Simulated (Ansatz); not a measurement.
The system is Sb.

```xyz
1
Lattice="-1.8713 1.8713 1.8713 1.8713 -1.8713 1.8713 1.8713 1.8713 -1.8713" Properties=species:S:1:pos:R:3 pbc="T T T"
Sb    0.0000    0.0000    0.0000
```

This isn't the form of Sb at room conditions, which is rhombohedral.

```yaml
Program: Ansatz 0.2.0
Task: relaxation of cell and atoms
Functional: revPBE
Potentials_or_basis: Ansatz PAW
Cutoff: "420 eV (not typed: the program's choice for these potentials)"
k_mesh: 10 × 10 × 10
Occupations: fermi-dirac, width 0.05 eV
Spin: no spin polarisation
```

At the start: volume 26.21 Å³/atom.

Problem. How do energy, volume and symmetry change on relaxing?

Solution. It ends after 5 steps and the volume is 27.95 Å³/atom (+6.6 %); space group Im-3m (No. 229, to 0.05 Å).

Step by step:
```tsv
step	energy change (eV)	largest force (eV/Å)	volume (Å³)
1	0.0000	0.0000	26.21
2	-0.0181	0.0000	28.62
3	-0.0209	0.0000	28.02
4	-0.0209	0.0000	27.95
5	-0.0213	0.0000	27.95
```

Final structure:
```xyz
1
Lattice="-1.9118 1.9118 1.9118 1.9118 -1.9118 1.9118 1.9118 1.9118 -1.9118" Properties=species:S:1:pos:R:3 pbc="T T T"
Sb    0.0000    0.0000    0.0000
```

Caveat: the plane-wave basis is chosen anew once the cell has moved, so the energies of steps on either side of that aren't comparable; the PAW data sets come from PBE, with cores solved anew for the run's functional, which leaves a small shift of forces and pressure.
